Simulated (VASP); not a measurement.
Runs of VASP 6.6.1 on ScAl3. Symmetry: Pm-3m, No. 221, cubic system. Conventional cell: a = 4.088 Å, b = 4.088 Å, c = 4.088 Å, α = 90.00°, β = 90.00°, γ = 90.00°. Around Sc (site symmetry m-3m) lie 12 Al at 2.89 Å. Al (site symmetry 4/mmm) has 4 Sc at 2.89 Å and 8 Al at 2.89 Å as nearest neighbours. The cell is a database's computed one.

```csv
task,level,cell,cutoff (eV),smearing,gap on the mesh (eV),pressure (GPa),relaxed volume (Å³/atom)
single point,PBE,as given,520,gaussian 0.026 eV,none,1.1,-
relaxation of cell and atoms,optB88-vdW,relaxed,600,fermi-dirac 0.05 eV,none,0.0,17.25
relaxation of cell and atoms,optPBE-vdW,relaxed,600,fermi-dirac 0.05 eV,none,0.0,(b)
single point,PBE,as given,520,gaussian 0.013 eV,none,1.1,-
relaxation of cell and atoms,rev-vdW-DF2,relaxed,600,fermi-dirac 0.05 eV,none,-0.1,17.12
relaxation of cell and atoms,PBE+D3,relaxed,600,fermi-dirac 0.05 eV,none,0.0,16.80
relaxation of cell and atoms,optB86b-vdW,relaxed,600,fermi-dirac 0.05 eV,none,0.0,(a)
band structure,LAK,as given,520,fermi-dirac 0.05 eV,-,0.8,-
```

Alike in all rows: potentials or basis VASP PAW PBE potentials, release 64 (Sc_sv, Al); no spin polarisation; k mesh 7 × 7 × 7.

Fill in the values left out.

(a) 17.11; (b) 17.41.

Caveats: the PAW data sets were made with another functional, which shifts forces and pressure a little (some runs); pairwise dispersion overbinds metals, which lowers pressure and volume (some runs).

A k mesh can miss the band edges.

A gap of «none» marks a metal or a gap under the smearing width.

Not every run made on this cell is shown here.
